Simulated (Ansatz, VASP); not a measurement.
## Sn: VASP beside Ansatz

```xyz
3
Lattice="5.5408 0.0000 0.0000 -2.7704 4.7985 0.0000 0.0000 0.0000 3.2190" Properties=species:S:1:pos:R:3 pbc="T T T"
Sn    2.7704    4.7985    0.0000
Sn    0.0000    3.1990    1.6095
Sn    2.7704    1.5995    1.6095
```

Alike in both runs: task single point; functional BLYP; k mesh 7 × 7 × 11; occupations fermi-dirac, width 0.1 eV; no spin polarisation.

|  | VASP | Ansatz |
| --- | --- | --- |
| version | VASP 6.6.1 | Ansatz 0.2.0 |
| potentials or method | VASP PAW PBE potentials, release 64 (Sn_d) | plane waves (420 eV) with PAW, scalar-relativistic |
| plane-wave cutoff (eV) | 520 | 420 |
| valence electrons in the cell | 42 | 42 |

|  | VASP | Ansatz | Ansatz less VASP |
| --- | --- | --- | --- |
| pressure (GPa) | 3.3 | 3.4 | +0.03 |
| largest component of the traceless stress (GPa) | 0.93 | 0.93 | 0.000 |

The functional is the same, so the differences come from potentials, cutoffs and numerics.

Caveats: the PAW data sets were made with another functional, which shifts forces and pressure a little (VASP).
